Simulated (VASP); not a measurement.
# Se (P3_121) in VASP: a series of runs, part 2 of 2

VASP 6.6.1.

**3. Relaxation of cell and atoms, PBEsol**

This run uses another cell than the first one, of 24.08 Å³/atom, 0.883 times its volume.

The input, INCAR:

```
SYSTEM = Se
ALGO = Normal
EDIFF = 1E-7
EDIFFG = -0.005
ENCUT = 600
GGA = PS
IBRION = 2
ISIF = 3
ISMEAR = 0
LASPH = .TRUE.
LCHARG = .FALSE.
LREAL = .FALSE.
LWAVE = .FALSE.
NELM = 80
NSW = 90
PREC = Accurate
SIGMA = 0.03
```

The input, KPOINTS:

```
k-points
0
G
  9 9 6
  0 0 0
```

The input, POSCAR:

```
Se                                      
1.0
    4.0320529427      0.0000000000      0.0000000000
   -2.0160264713      3.4918602778     -0.0000000000
   -0.0000000000     -0.0000000000      5.1314862006
  Se            
     3
Direct
     0.2494748716754257    0.0000000000000000    0.3333333332999970
     0.9999999999999999    0.2494748716754258    0.6666666667000030
     0.7505251283245742    0.7505251283245743    0.0000000000000000
```

Potentials or basis: VASP PAW PBE potentials, release 64 (Se).

The run is started by

```bash
$ cat potpaw_PBE.64/Se/POTCAR > POTCAR
$ mpirun -np 1 vasp_std > vasp.out
```

OUTCAR:

```text
SYSTEM = Se
   EDIFF = 1E-7
   EDIFFG = -0.005
   ENCUT = 600
   GGA = PS
   IBRION = 2
   ISIF = 3
   ISMEAR = 0
   LASPH = .TRUE.
   LREAL = .FALSE.
   NELM = 80
   NSW = 90
   PREC = Accurate

 ion  position               nearest neighbor table
   1  0.249  0.000  0.333-   3 2.44   2 2.44
   2  0.000  0.249  0.667-   3 2.44   1 2.44
   3  0.751  0.751  0.000-   2 2.44   1 2.44

  LATTYP: Found a hexagonal cell.
 ALAT       =     4.0320529427
 C/A-ratio  =     1.2726733189

  Lattice vectors:

 A1 = (   4.0320529427,   0.0000000000,   0.0000000000)
 A2 = (  -2.0160264713,   3.4918602778,   0.0000000000)
 A3 = (   0.0000000000,   0.0000000000,   5.1314862006)

Analysis of symmetry for initial positions (statically):
=====================================================================
 Subroutine PRICEL returns:
 Original cell was already a primitive cell.

 Routine SETGRP: Setting up the symmetry group for a
 hexagonal supercell.

 Subroutine GETGRP returns: Found  6 space group operations
 (whereof  2 operations were pure point group operations)
 out of a pool of 24 trial point group operations.

The static configuration has the point symmetry C_2 .
 The point group associated with its full space group is D_3 .

Analysis of symmetry for dynamics (positions and initial velocities):
=====================================================================
 Subroutine PRICEL returns:
 Original cell was already a primitive cell.

 Routine SETGRP: Setting up the symmetry group for a
 hexagonal supercell.

 Subroutine GETGRP returns: Found  6 space group operations
 (whereof  2 operations were pure point group operations)
 out of a pool of 24 trial point group operations.

The dynamic configuration has the point symmetry C_2 .
 The point group associated with its full space group is D_3 .

 Subroutine INISYM returns: Found  6 space group operations
 (whereof  2 operations are pure point group operations),
 and found     1 'primitive' translations

----------------------------------------------------------------------------------------

                                     Primitive cell

  volume of cell :      72.2481

  direct lattice vectors                    reciprocal lattice vectors
     4.032052943  0.000000000  0.000000000     0.248012616  0.143190151  0.000000000
    -2.016026471  3.491860278  0.000000000     0.000000000  0.286380302  0.000000000
     0.000000000  0.000000000  5.131486201     0.000000000  0.000000000  0.194875317

  length of vectors
     4.032052943  4.032052943  5.131486201     0.286380302  0.286380302  0.194875317

  position of ions in fractional coordinates (direct lattice)
     0.249474872  0.000000000  0.333333333
     0.000000000  0.249474872  0.666666667
     0.750525128  0.750525128  0.000000000

  ion indices of the primitive-cell ions
   primitive index   ion index
                 1           1
                 2           2
                 3           3

----------------------------------------------------------------------------------------

 KPOINTS: k-points

Automatic generation of k-mesh.
 Grid dimensions read from file:
 generate k-points for:    9    9    6
[... 52 lines left out ...]
   NGX,Y,Z   is equivalent  to a cutoff of  13.19, 13.19, 13.61 a.u.
   NGXF,Y,Z  is equivalent  to a cutoff of  26.39, 26.39, 27.21 a.u.
 SYSTEM =  Se
   PREC   = accura    normal or accurate (medium, high low for compatibility)
   ISTART =      0    job   : 0-new  1-cont  2-samecut
   ICHARG =      2    charge: 1-file 2-atom 10-const
   ISPIN  =      1    spin polarized calculation?
   LNONCOLLINEAR =      F non collinear calculations
   LSORBIT =      F    spin-orbit coupling
   LASPH  =      T    aspherical Exc in radial PAW
   ENCUT  =  600.0 eV  44.10 Ry    6.64 a.u.   8.05  8.05 10.25*2*pi/ulx,y,z
   NELM   =     80;   NELMIN=  2; NELMDL= -5     # of ELM steps
   EDIFF  = 0.1E-06   stopping-criterion for ELM
   LREAL  =      F    real-space projection
   EDIFFG = -.5E-02   stopping-criterion for IOM
   NSW    =     90    number of steps for IOM
   IBRION =      2    ionic relax: 0-MD 1-quasi-New 2-CG
   NFREE  =      1    steps in history (QN), initial steepest desc. (CG)
   ISIF   =      3    stress and relaxation
   ISYM   =      2    0-nonsym 1-usesym 2-fastsym
   POTIM  = 0.5000    time-step for ionic-motion
   TEBEG  =    0.0;   TEEND  =   0.0 temperature during run
   PSTRESS=    0.0 pullay stress
   NELECT =      18.0000    total number of electrons
   NUPDOWN=      -1.0000    fix difference up-down
   EMIN   =  10.00;   EMAX   =-10.00  energy-range for DOS
   EFERMI =   0.00;   METHOD = LEGACY
   ISMEAR =     0;   SIGMA  =   0.03  broadening in eV -4-tet -1-fermi 0-gaus
   EFERMI_NEDOS =   21; number of points for ismear=-14 and -15
   IALGO  =     38    algorithm
   IMIX   =      4    mixing-type and parameters
     AMIX     =   0.40;   BMIX     =  1.00
     AMIX_MAG =   1.60;   BMIX_MAG =  1.00
  volume/ion in A,a.u.               =      24.08       162.52
  Fermi-wavevector in a.u.,A,eV,Ry     =   1.030126  1.946655 14.437946  1.061159
  Thomas-Fermi vector in A             =   2.164208
   LORBIT       =      0    0 simple, 1 ext, 2 COOP (PROOUT), +10 PAW based schemes
   GGA     = PS    functional components
   LHFCALC =     F    Hartree Fock is set to
   AEXX    =    0.0000 exact exchange contribution
   IVDW    =     0    specifies the selected vdW correction
   LEPSILON=     F    determine dielectric tensor
   LRPA    =     F    only Hartree local field effects (RPA)
 conjugate gradient relaxation of ions
 non-spin polarized calculation
 Gauss-broadening in eV      SIGMA  =   0.03
  energy-cutoff  :      600.00
  volume of cell :       72.25
 maximum number of plane-waves:      2426
   NGX = 17   NGY = 17   NGZ = 21

--------------------------------------- Ionic step        1  -------------------------------------------

 number of electron      18.0000004 magnetization

 Free energy of the ion-electron system (eV)
  ---------------------------------------------------
  ext. energy  EPLUGINS =         0.00000000
  ---------------------------------------------------
  free energy    TOTEN  =       -11.56079109 eV

  energy without entropy =      -11.56079109  energy(sigma->0) =      -11.56079109

------------------------ aborting loop because EDIFF is reached ----------------------------------------

  FORCE on cell =-STRESS in cart. coord.  units (eV):
  Direction    XX          YY          ZZ          XY          YZ          ZX
  --------------------------------------------------------------------------------------
  -------------------------------------------------------------------------------------
  Total        0.0211747      0.0211747     -0.0040307      0.0000000      0.0000000     -0.0000000
  in kB        0.4695710      0.4695710     -0.0893849      0.0000000      0.0000000     -0.0000000
  external PRESSURE =       0.2832523 kB  Pullay stress =       0.0000000 kB
[... 135 lines left out ...]
--------------------------------------- Ionic step        5  -------------------------------------------

 number of electron      18.0000004 magnetization

 Free energy of the ion-electron system (eV)
  ---------------------------------------------------
  ext. energy  EPLUGINS =         0.00000000
  ---------------------------------------------------
  free energy    TOTEN  =       -11.56081069 eV

  energy without entropy =      -11.56081069  energy(sigma->0) =      -11.56081069

 E-fermi :   3.9295     XC(G=0):  -9.6937

 val. band max:        3.7589348085   @ k =   0.3333   0.3333   0.5000
 cond. band min:       4.1856180155   @ k =   0.3333   0.3333   0.5000
 fundamental gap:      0.4266832070
 Fermi energy:         3.9295321231

 k-point     1 :       0.0000    0.0000    0.0000
  band No.  band energies     occupation
      1     -12.3136      2.00000
      2      -8.2196      2.00000
      3      -8.2196      2.00000
      4       0.0693      2.00000
      5       0.3121      2.00000
      6       0.3121      2.00000
      7       1.8496      2.00000
      8       1.8496      2.00000
      9       3.1890      2.00000
     10       5.1719      0.00000
     11       5.1719      0.00000
     12       5.7787      0.00000
     13      10.0103      0.00000
[... 354 lines left out ...]
  band No.  band energies     occupation
      1     -11.6554      2.00000
      2      -9.2347      2.00000
      3      -7.4876      2.00000
      4      -1.7028      2.00000
      5      -1.1517      2.00000
      6       0.0494      2.00000
      7       1.5512      2.00000
      8       2.3638      2.00000
      9       3.0891      2.00000
     10       5.0330      0.00000
     11       5.7644      0.00000
     12       6.1151      0.00000
     13       8.8569      0.00000

 [... further k-points ...]
[... 5 lines left out ...]
  --------------------------------------------------------------------------------------
  -------------------------------------------------------------------------------------
  Total       -0.0039064     -0.0039064     -0.0066113     -0.0000000      0.0000000     -0.0000000
  in kB       -0.0865580     -0.0865580     -0.1464948     -0.0000000      0.0000000     -0.0000000
  external PRESSURE =      -0.1065369 kB  Pullay stress =       0.0000000 kB
[... 18 lines left out ...]
  FREE ENERGIE OF THE ION-ELECTRON SYSTEM (eV)
  ---------------------------------------------------
  free  energy   TOTEN  =       -11.5608106897 eV

  energy  without entropy=      -11.5608106897  energy(sigma->0) =      -11.56081069

 reached required accuracy - stopping structural energy minimisation
```

CONTCAR:

```text
Se
   1.00000000000000
     4.0353946055065038    0.0000000000000480   -0.0000000000000000
    -2.0176973027031684    3.4947542426813341   -0.0000000000000000
    -0.0000000000000000    0.0000000000000000    5.1271090591501283
  Se
     3
Direct
     0.2495826287665507    1.0000000000000000    0.3333333332999970
     1.0000000000000000    0.2495826287665507    0.6666666667000030
     0.7504173712334493    0.7504173712334493    0.0000000000000000

  0.00000000E+00  0.00000000E+00  0.00000000E+00
  0.00000000E+00  0.00000000E+00  0.00000000E+00
  0.00000000E+00  0.00000000E+00  0.00000000E+00
```

Wall time 2.2 min (1 thread of Intel Xeon Platinum 8175M at 2.50GHz (Skylake/Cascade Lake), shared host); peak memory 0.23 GiB.

Results:

* Free energy: -11.5608 eV
* Relaxed volume: 24.10 Å³/atom
* Relaxed cell: a = 4.035 Å, b = 4.035 Å, c = 5.127 Å, α = 90.00°, β = 90.00°, γ = 120.00°
* Space group after relaxing (to 0.05 Å): P3_121 (No. 152)
* Energy gained by relaxing: 0.0 meV/atom
* Ionic steps: 5
* Pressure after relaxing: 0.0 GPa
* Largest force after relaxing: 0.004 eV/Å
* Band gap on the k mesh: 0.43 eV, direct

Forces in eV/Å, atoms in the order of the input:
```
Se  -0.004  0.000  0.000
Se   0.002 -0.003  0.000
Se   0.002  0.003  0.000
```

Final structure:
```
Se
1.0
     4.03539    0.00000    0.00000
    -2.01770    3.49475    0.00000
     0.00000    0.00000    5.12711
Se
3
Direct
  0.24958 0.00000 0.33333
  0.00000 0.24958 0.66667
  0.75042 0.75042 0.00000
```

Caveat: the PAW data sets were made with another functional, which shifts forces and pressure a little; an odd mesh through Γ misses points on the zone boundary, where band edges often lie.

**4. Relaxation of cell and atoms, LDA**

The input, INCAR:

```
PREC = Accurate
ENCUT = 600
EDIFF = 1E-6
ISMEAR = 0
SIGMA = 0.03
LREAL = F
LASPH = T
NELM = 80
ALGO = Normal
ISIF = 3
LWAVE = F
LCHARG = F
GGA = CA
IBRION = 2
NSW = 90
EDIFFG = -0.01
```

The input, KPOINTS:

```
Automatic mesh
0
Gamma
  9 9 6
```

The input, POSCAR:

```
Se
1.0
    4.3662000000      0.0000000000      0.0000000000
   -2.1831000000      3.7812401180      0.0000000000
    0.0000000000      0.0000000000      4.9536000000
Se
3
Direct
    0.2254000000      0.0000000000      0.3333333333
    0.0000000000      0.2254000000      0.6666666667
    0.7746000000      0.7746000000      0.0000000000
```

Potentials or basis: VASP PAW LDA potentials, release 64 (Se).

The run is started by

```bash
$ cat potpaw_LDA.64/Se/POTCAR > POTCAR
$ mpirun -np 1 vasp_std > vasp.out
```

Wall time 3 min (1 thread of Intel Xeon 6975P-C (Granite Rapids), shared host); peak memory 0.23 GiB.

It converged, with:

```yaml
Free_energy: -12.4783 eV
Relaxed_volume: 23.04 Å³/atom
Relaxed_cell: a = 3.947 Å, b = 3.947 Å, c = 5.123 Å, α = 90.00°, β = 90.00°, γ = 120.00°
Space_group_after_relaxing_to_0.05_Å: P3_121 (No. 152)
Energy_gained_by_relaxing: 51.4 meV/atom
Ionic_steps: 17
Pressure_after_relaxing: 0.0 GPa
Band_gap_on_the_k_mesh: 0.27 eV, direct
```

The path:
```tsv
step	energy change (eV)	largest force (eV/Å)	pressure (GPa)	volume (Å³)
1	0.0000	0.2630	-1.07	81.78
2	-0.0285	0.3225	-0.58	79.65
3	-0.0840	0.5164	1.66	73.42
4	0.0882	0.8799	11.28	61.76
5	-0.0778	0.6500	2.81	71.88
6	-0.0866	0.6023	2.66	71.59
7	-0.1091	0.4715	2.33	70.73
8	-0.1371	0.2563	1.91	68.99
9	-0.1308	0.0293	2.17	65.50
10	-0.1440	0.1142	1.90	67.39
11	-0.1499	0.0696	1.15	68.15
12	-0.1532	0.0180	-0.18	69.63
13	-0.1533	0.0030	0.04	69.38
14	-0.1533	0.0005	0.07	69.34
15	-0.1535	0.0005	0.06	69.31
16	-0.1538	0.0008	0.05	69.25
17	-0.1541	0.0011	0.01	69.11
```

Final structure:
```cif
data_structure
_symmetry_space_group_name_H-M 'P 1'
_symmetry_Int_Tables_number 1
_cell_length_a 3.9467
_cell_length_b 3.9467
_cell_length_c 5.1230
_cell_angle_alpha 90.000
_cell_angle_beta 90.000
_cell_angle_gamma 120.000
_cell_volume 69.11
loop_
_atom_site_label
_atom_site_type_symbol
_atom_site_fract_x
_atom_site_fract_y
_atom_site_fract_z
_atom_site_occupancy
Se1 Se 0.25629 0.00000 0.33333 1
Se2 Se 0.00000 0.25629 0.66667 1
Se3 Se 0.74371 0.74371 0.00000 1
```

Levels at points of the mesh, in eV from the valence-band top:
```tsv
k point	band 6	band 7	band 8	band 9	band 10	band 11	band 12	band 13
(0.00, 0.00, 0.00)	-3.43	-1.99	-1.99	-0.73	1.30	1.30	1.97	6.17
(0.00, 0.00, 0.50)	-3.18	-1.52	-1.34	-1.34	0.71	0.71	0.72	5.24
```

Caveat: the volume moved by over 15 % at a fixed basis, so the end points are rough; an odd mesh through Γ misses points on the zone boundary, where band edges often lie; the volume moved by -15 % from the deposited cell, more than functionals usually miss.

**5. Relaxation of cell and atoms, LDA**

This run uses another cell than the first one, of 23.04 Å³/atom, 0.845 times its volume.

Changes to INCAR since step 4:

```diff
@@ -2,3 +2,3 @@
 ENCUT = 600
-EDIFF = 1E-6
+EDIFF = 1E-7
 ISMEAR = 0
@@ -15,2 +15,2 @@
 NSW = 90
-EDIFFG = -0.01
+EDIFFG = -0.005
```

KPOINTS is that of step 4.

The input, POSCAR:

```
Se                                      
1.0
    3.9466751603     -0.0000000000     -0.0000000000
   -1.9733375802      3.4179209493      0.0000000000
    0.0000000000     -0.0000000000      5.1230249189
  Se            
     3
Direct
     0.2562888783130713    0.0000000000000000    0.3333333332999970
     0.0000000000000006    0.2562888783130730    0.6666666667000030
     0.7437111216869278    0.7437111216869272    0.0000000000000000
```

The run is started by

```bash
$ cat potpaw_LDA.64/Se/POTCAR > POTCAR
$ mpirun -np 1 vasp_std > vasp.out
```

Run time: 24 s. Hardware: 1 thread of Intel Xeon 6975P-C (Granite Rapids), shared host; peak memory 0.2 GiB.

It converged, with:

| Quantity | Value |
| --- | --- |
| Free energy | -12.4778 eV |
| Relaxed volume | 23.04 Å³/atom |
| Relaxed cell | a = 3.947 Å, b = 3.947 Å, c = 5.125 Å, α = 90.00°, β = 90.00°, γ = 120.00° |
| Space group after relaxing (to 0.05 Å) | P3_121 (No. 152) |
| Energy gained by relaxing | 0.0 meV/atom |
| Ionic steps | 2 |
| Pressure after relaxing | 0.0 GPa |
| Band gap on the k mesh | 0.27 eV, direct |

Forces on the atoms (eV/Å):
```
Se  -0.002  0.000  0.000
Se   0.001 -0.002  0.000
Se   0.001  0.002  0.000
```

Final structure:
```xyz
3
Lattice="3.9465 0.0000 0.0000 -1.9733 3.4178 0.0000 0.0000 0.0000 5.1247" Properties=species:S:1:pos:R:3 pbc="T T T"
Se   -0.9619    3.4178    1.7082
Se   -0.5057    0.8759    3.4165
Se    1.4676    2.5419    5.1247
```

Levels at points of the mesh, in eV from the valence-band top:
| k point | band 6 | band 7 | band 8 | band 9 | band 10 | band 11 | band 12 | band 13 |
| --- | --- | --- | --- | --- | --- | --- | --- | --- |
| (0.00, 0.00, 0.00) | -3.42 | -1.98 | -1.98 | -0.72 | 1.30 | 1.30 | 1.97 | 6.17 |
| (0.00, 0.00, 0.50) | -3.18 | -1.52 | -1.34 | -1.34 | 0.71 | 0.71 | 0.72 | 5.24 |

Caveat: an odd mesh through Γ misses points on the zone boundary, where band edges often lie.
